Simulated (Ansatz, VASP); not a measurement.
**One calculation of MgI2, two programs**

```
CELL_PARAMETERS angstrom
4.21957 0.00000 0.00000
-2.10979 3.65426 0.00000
0.00000 0.00000 6.87333
ATOMIC_POSITIONS crystal
Mg 0.00000 0.00000 0.00000
I 0.33333 0.66667 0.23998
I 0.66667 0.33333 0.76002
```

Change from the starting cell: biaxial_xy strain +1.5%.

Alike in both runs: task single point; functional r2SCAN; k mesh 12 × 12 × 4; no spin polarisation.

```csv
,VASP,Ansatz
version,VASP 6.6.1,Ansatz 0.2.0
potentials or method,"VASP PAW PBE potentials, release 64 (Mg, I)","plane waves, PAW"
plane-wave cutoff (eV),520,500
occupations,"gaussian, width 0.01 eV",fixed
valence electrons in the cell,16,44
```

Ansatz gave:

```
gap on the k mesh at the Fermi level (eV)       : 4.05
pressure (GPa)                                  : -0.1
largest component of the traceless stress (GPa) : 0.53
rms of the force components (eV/Å)              : 0.012
```

Problem. What did VASP give for the same quantities?

Solution. gap on the k mesh at the Fermi level (eV): 4.01; pressure (GPa): -0.2; largest component of the traceless stress (GPa): 0.54; rms of the force components (eV/Å): 0.020.

Atom by atom the forces differ by 0.008 eV/Å (rms over components). The two sets of potentials don't hold the same shells in valence.

Caveats: the PAW data sets were made with another functional, which shifts forces and pressure a little (VASP); spin-orbit coupling is left out, which moves the levels of the heavy elements. A k mesh can miss the band edges.
